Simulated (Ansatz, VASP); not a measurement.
**Rh in VASP and in Ansatz**

Contents of INCAR:

```
ALGO = Normal
EDIFF = 1E-6
ENCUT = 520
GGA = RP
ISIF = 2
ISMEAR = -1
LASPH = True
LCHARG = True
LELF = True
LREAL = False
LVHAR = True
LWAVE = False
NBANDS = 14
NELM = 100
PREC = Accurate
SIGMA = 0.1
```

The input KPOINTS:

```
k-points
0
Gamma
  16 16 16
```

Contents of POSCAR:

```
Rh
1.0
   -1.5254169517      1.5254169517      1.5254169517
    1.5254169517     -1.5254169517      1.5254169517
    1.5254169517      1.5254169517     -1.5254169517
Rh
1
Direct
    0.0000000000      0.0000000000      0.0000000000
```

Input for Ansatz:

```yaml
crystal:
  lattice:
    - [-1.5254169517, 1.5254169517, 1.5254169517]
    - [1.5254169517, -1.5254169517, 1.5254169517]
    - [1.5254169517, 1.5254169517, -1.5254169517]
  atoms:
    - { symbol: Rh, position: [0.0, 0.0, 0.0] }
hamiltonian:
  xc: rpbe
  pseudopotentials:
    kind: paw
    azcp:
      Rh: "pseudopotentials/Rh.paw.azcp"
basis:
  ecutwfc: 420
  fft_grid_basis: typed
kpoints:
  mp_grid: { grid: [16, 16, 16], shift: [0, 0, 0] }
magnetization:
  spin_polarized: false
scf:
  occupations: { method: fermi_dirac, width: 0.1 }
  lower_state_search: "off"
output:
  stress: true
  write_density: true
  write_potential: true
  elf: true
  volumetric_format: npy
```

Alike in both runs: task single point; functional RPBE; k mesh 16 × 16 × 16; occupations fermi-dirac, width 0.1 eV; no spin polarisation.

```csv
,VASP,Ansatz
version,VASP 6.6.1,Ansatz 0.2.0
potentials or method,"VASP PAW PBE potentials, release 64 (Rh_pv)","plane waves (420 eV) with PAW, scalar-relativistic"
plane-wave cutoff (eV),520,420
valence electrons in the cell,15,17
```

```tsv
	VASP	Ansatz	Ansatz less VASP
pressure (GPa)	9.8	9.7	-0.18
```

With one functional, cell and mesh, what is left measures potentials, basis and numerics. The two sets of potentials don't hold the same shells in valence.

Caveats: the PAW data sets were made with another functional, which shifts forces and pressure a little (VASP).
